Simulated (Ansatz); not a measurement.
## Bi under changes of volume

One of the cells (35.070 Å³/atom); the others are scaled copies at fixed shape and fractional positions:

```
CELL_PARAMETERS angstrom
2.26750 1.30914 3.93800
-2.26750 1.30914 3.93800
0.00000 -2.61828 3.93800
ATOMIC_POSITIONS crystal
Bi 0.76600 0.76600 0.76600
Bi 0.23400 0.23400 0.23400
```

* Program: Ansatz 0.2.0
* Functional: PBE
* Potentials or basis: PseudoDojo stringent (PBE files)
* Cutoff: 1197 eV
* Density cutoff: 4789 eV
* k mesh: 7 × 7 × 7
* Occupations: fermi-dirac, width 0.05 eV
* Spin: no spin polarisation

```csv
volume (Å³/atom),energy over the lowest point (meV/atom),pressure (GPa),gap on the mesh (eV),largest force (eV/Å)
32.965,60.19,5.8,0.29,0.507
33.667,37.78,4.4,0.28,0.396
34.368,21.12,3.2,0.27,0.293
35.070,?,?,?,?
35.771,2.74,1.1,0.25,0.107
36.472,0.00,0.2,0.24,0.022
37.174,0.98,-0.6,0.24,0.057
```

**Question.** What does the run at 35.070 Å³/atom give?

**Answer.** Energy over the lowest point 9.62 meV/atom; pressure 2.1 GPa; gap on the mesh 0.26 eV; largest force 0.197 eV/Å.

Worked out: A Birch-Murnaghan fit of order 3 (a polynomial in V^(-2/3)) to the other rows has its minimum at 36.63 Å³/atom with B0 = V·E''(V) = 43 GPa and B' = 4.6 at fixed shape and positions, which overstates the stiffness. It gives 9.62 meV/atom at 35.070 Å³/atom, against the run's 9.62, and -dE/dV = 2.1 GPa, against 2.1. A straight line through the other rows of the gap, of slope -0.447 eV per unit of ln V, gives 0.26 eV, against the run's 0.26.

Energies are extrapolated to zero smearing.

Caveats: odd divisions of the mesh miss points on the zone boundary, where band edges often lie, so the gap on the mesh can be too wide; spin-orbit coupling is left out, which as a rule narrows the gap of such compounds by several tenths of an eV.

A mesh can miss the band edges.
